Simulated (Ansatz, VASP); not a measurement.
**CaO in VASP and in Ansatz**

INCAR

```
PREC = Accurate
ENCUT = 520
EDIFF = 1E-7
ISMEAR = 0
SIGMA = 0.05
LREAL = F
LASPH = T
NELM = 80
ALGO = Normal
ISIF = 2
LWAVE = F
LCHARG = F
NBANDS = 15
```

The input KPOINTS:

```
regular mesh
0
Gamma
  8 8 8
```

File POSCAR:

```
CaO
1.0
    0.0000000000      2.3755300000      2.3755300000
    2.3755300000      0.0000000000      2.3755300000
    2.3755300000      2.3755300000      0.0000000000
Ca O
1 1
Direct
    0.0000000000      0.0000000000      0.0000000000
    0.5000000000      0.5000000000      0.5000000000
```

Input for Ansatz:

```yaml
crystal:
  lattice:
    - [0.0, 2.37553, 2.37553]
    - [2.37553, 0.0, 2.37553]
    - [2.37553, 2.37553, 0.0]
  atoms:
    - { symbol: Ca, position: [0.0, 0.0, 0.0] }
    - { symbol: O, position: [0.5, 0.5, 0.5] }
basis:
  ecutwfc: 420
kpoints:
  mp_grid: { grid: [8, 8, 8] }
hamiltonian:
  xc: lda
scf:
  occupations: { method: gaussian, width: 0.05 }
output:
  forces: true
  stress: true
  eigenvalues: true
```

Change from the starting cell: strain -0.030 along x and y, -0.030 along z, atoms carried along.

Alike in both runs: task single point; functional LDA; k mesh 8 × 8 × 8; occupations gaussian, width 0.05 eV; no spin polarisation.

|  | VASP | Ansatz |
| --- | --- | --- |
| version | VASP 6.6.1 | Ansatz 0.2.0 |
| potentials or method | VASP PAW LDA potentials, release 64 (Ca_sv, O) | scalar-relativistic, plane waves, PAW |
| plane-wave cutoff (eV) | 520 | 420 |
| valence electrons in the cell | 16 | 16 |

|  | VASP | Ansatz | Ansatz less VASP |
| --- | --- | --- | --- |
| gap on the k mesh at the Fermi level (eV) | 3.44 | 3.47 | +0.030 |
| least direct gap on the mesh (eV) | 3.81 | 3.84 | +0.030 |
| pressure (GPa) | -2.4 | -3.3 | -0.88 |

A k mesh can miss the band edges.
